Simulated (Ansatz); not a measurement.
Crystal: AlN.

```
CELL_PARAMETERS angstrom
0.00000 2.03452 2.03452
2.03452 0.00000 2.03452
2.03452 2.03452 0.00000
ATOMIC_POSITIONS crystal
Al 0.50000 0.50000 0.50000
N 0.00000 0.00000 0.00000
```

Measurements of this composition are mostly on another form, of space group No. 186.

Base run:

| Item | Value |
| --- | --- |
| Program | Ansatz 0.2.0 |
| Functional | PBEsol |
| Potentials or basis | Ansatz PAW |
| Cutoff | 420 eV (not typed: the program's choice for these potentials) |
| k mesh | 11 × 11 × 11 |
| Occupations | fermi-dirac, width 0.05 eV |
| Spin | no spin polarisation |

Its results: band gap on the k mesh 4.51 eV, indirect (least direct gap 5.38 eV); pressure -4.5 GPa.

The run is repeated on the same cell with these changes: functional from PBEsol to PBE. What comes out?

Band gap on the k mesh 4.58 eV, indirect (least direct gap 5.40 eV); pressure 0.3 GPa.

PBE binds less tightly than PBEsol, so the same cell stands under more pressure.

Caveats: the k mesh misses the band edges, so the gap on the mesh is wider than the one along the path; the PAW data sets come from PBE, with cores solved anew for the run's functional, which leaves a small shift of forces and pressure (some runs).
